Whoever builds a spring model of HgTe, to estimate a heat capacity or to trace the phonon bands, must decide whether springs along the Hg–Te bonds are enough. They are the obvious choice, since each atom touches only atoms of the other kind. The computed phonon frequencies argue against it: a model with Hg–Te forces alone that reproduces the long-wave vibrations and the acoustic rows puts the optical rows at short wavelength clearly too low.

Phonon frequencies of HgTe (F-43m) from ABINIT 10.8.3 with the LDA, without spin–orbit coupling, in the relaxed cell. The calculation uses HGH pseudopotentials (2 valence electrons for Hg, 6 for Te), a 435 eV plane-wave cutoff, a shifted 4×4×4 k mesh and fixed occupations. The acoustic sum rule is imposed, and the Γ values leave out LO–TO splitting.

| row | phonon q row (row) | phonon frequency (cm⁻¹) |
| --- | --- | --- |
| 1 | 1 | 0.00 |
| 2 | 1 | 0.00 |
| 3 | 1 | 0.00 |
| 4 | 1 | 177.30 |
| 5 | 1 | 177.30 |
| 6 | 1 | 177.30 |
| 7 | 2 | 38.70 |
| 8 | 2 | 38.70 |
| 9 | 2 | 116.60 |
| 10 | 2 | 179.50 |
| 11 | 2 | 179.50 |
| 12 | 2 | 184.90 |
| 13 | 3 | 50.80 |
| 14 | 3 | 50.80 |
| 15 | 3 | 128.50 |
| 16 | 3 | 179.70 |
| 17 | 3 | 182.70 |
| 18 | 3 | 182.70 |

The phonon q row numbers 1, 2 and 3 stand for the wave vectors Γ, L and X. At Γ each sublattice moves as a rigid block. If Hg and Te move together, no spring is stretched and the frequency is zero, a value that the calculation also imposes; if they move against each other, the Hg–Te springs together resist as strongly as they can. At L and X, neighbours are partly in step and partly out of step, so the stretching is shared between acoustic and optical vibrations. With Hg–Te forces alone, the optical group must therefore lose what the acoustic group gains.

In harmonic theory this exchange is exact. The squared frequencies at one wave vector add up to the trace of the dynamical matrix, which holds only the force on an atom from its own displacement and the forces between atoms of the same kind. Forces between Hg and Te, whatever their range, sit outside the diagonal blocks and leave the sum the same at every wave vector.

The first break is in rows 4–6, three equal frequencies of 177.3 cm⁻¹. Hg and Te carry effective charges of about ±1.7 e, so a long wave that moves them along its own direction sets up an electric field that stiffens it. The equal triplet is the vibration without this field. Theory gives the longitudinal frequency as

$$\omega_{LO}^2=\omega_{TO}^2+\frac{4\pi e^2Z^2}{\varepsilon V\mu},$$

with $Z$ the effective charge, $\varepsilon$ the electronic dielectric constant, $V$ the cell volume and $\mu$ the reduced mass. The result is about 189 cm⁻¹. It holds for the insulator with filled bands that the calculation imposes, whereas real HgTe is a semimetal.

The second break is larger, and it hides behind an apparent regularity. With the field included, the root-mean-square optical frequency stays near 181 cm⁻¹ at all three wave vectors, although the acoustic rows have risen. For L, the budget with Hg–Te forces alone starts from the Γ total of 98 530 cm⁻² and subtracts the acoustic rows 7–9:

$$\sqrt{\frac{98\,530-(2\times38.7^2+116.6^2)}{3}}\approx165\ \text{cm}^{-1}.$$

The root mean square of the optical rows 10–12 lies 16 cm⁻¹ above this value, and that of rows 16–18 at X lies 22 cm⁻¹ above its own budget. The field does not explain the excess. It is already counted at Γ, and in this cubic crystal the electric forces between the effective charges then add the same amount to the sum at every wave vector.

What remains within harmonic theory is a force between atoms of the same kind. It may act directly, or through two bonds that share an atom if stretching one also tightens the other; the sums can't tell these apart. At Γ the forces between like atoms are idle, because all Hg atoms move alike and so do all Te atoms. A spring that only holds the angle between two bonds also links like atoms, but it can't be the cause: at the tetrahedral angle it makes the sum smaller away from Γ, not larger. Each atom has twelve nearest neighbours of its own kind; six of them move against it at L and eight at X. If these neighbours dominate, the sum of squares should gain 8/6, or 1.33, times as much at X as at L, and the computed ratio is 1.33. The agreement is fragile, since raising the optical doublet at L by only 1 cm⁻¹ would lower the ratio to 1.275. The existence of like-atom forces is thus much better supported than their range.

The single modes at X, rows 15 and 16, give a separate test. By symmetry, each moves one sublattice while the other stands still. Hg–Te forces alone would hold both sublattices equally stiffly, and the frequencies would differ only through the masses, by a factor of 1.25. The computed factor is 1.40. If the lower mode belongs to the heavier Hg, as the masses suggest, the Te sublattice is held about 24% more stiffly, so the like-atom forces must differ between Te and Hg.

The size of these effects belongs to a crystal that is too tightly packed. The Hg potential keeps the 5d shell in the core, a known cause of overcontraction, and the Hg–Te distance comes out at 2.54 Å against roughly 2.8 Å in the real material. This compression should stiffen the optical modes and probably strengthens the like-atom forces too, though neither is tested here. Whether real HgTe also needs like-atom springs or coupled bonds, and how strong they are, must therefore come from a calculation with the 5d electrons in the valence and a realistic volume. If the sum of squares rises away from Γ there too, angle springs alone won't be enough.

The same reasoning carries over to other cubic crystals whose cell holds two atoms of different kinds. If the sum of squared frequencies, with the field counted at Γ, changes with wave vector, forces between unlike atoms are not the whole story. The printed analysis below gives the sums and both tests.

Printed output of the fit:

```
LO frequency at Gamma with the field term (1/cm): 188.8
LO minus TO at Gamma (1/cm): 11.54
Sum of squares at Gamma as printed, without field (1/cm^2): 94306
Field term (1/cm^2): 4225
Sum of squares at Gamma, L, X with field at Gamma (1/cm^2): 98530, 115219, 120724
Excess of the sum at L and X over Gamma with field (percent): 16.94, 22.52
Share of the printed shortfall of Gamma against L and X due to the field (percent): 20.2, 15.99
Root mean square optical frequency at Gamma with field, L, X (1/cm): 181.2, 181.3, 181.7
Same at L and X if only unlike atoms are coupled (1/cm): 165.3, 160.1
Computed less unlike-only value at L and X (1/cm): 16.05, 21.65
Gain at X over gain at L, with field; twelve like neighbours give 16/12: 1.33
Same ratio without the field term: 1.263
Same ratio with field if the L optical doublet were 1 per cm higher: 1.275
Ratio of the two single modes at X, computed: 1.398
Ratio of the two single modes at X from masses alone: 1.254
Lower single mode at X expected from the upper one and the masses (1/cm): 143.3
Stiffness of the Te mode over that of the Hg mode at X: 1.244
```
